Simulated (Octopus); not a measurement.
## MnO in Octopus: the effect of functional

The system is MnO.

```
Mn O
1.0
     0.00000    2.22391    2.22391
     2.22391    0.00000    2.22391
     2.22391    2.22391    0.00000
Mn O
1 1
Cartesian
  0.0000 0.0000 0.0000
  2.2239 2.2239 2.2239
```

The cell is a database's computed one.

Alike in all runs:

* Program: Octopus 16.4
* Task: single point
* Potentials or basis: pseudodojo_pbe (PseudoDojo 0.5, PBE)
* Grid spacing: 0.137 Å
* k mesh: 8 × 8 × 8
* Occupations: fermi-dirac, width 0.05 eV
* Spin: collinear spin, ferromagnetic start
* Starting moments: [4.0, 0.0] μB

```tsv
functional	moment (μB)
PBE	4.85
LDA	?
PBEsol	4.80
RPBE	4.88
revPBE	4.87
```

Task: What does the run with functional LDA give?

Result: Moment 4.63 μB.

Caveats: a cell with one magnetic atom can't hold antiferromagnetic order, which such compounds often take.
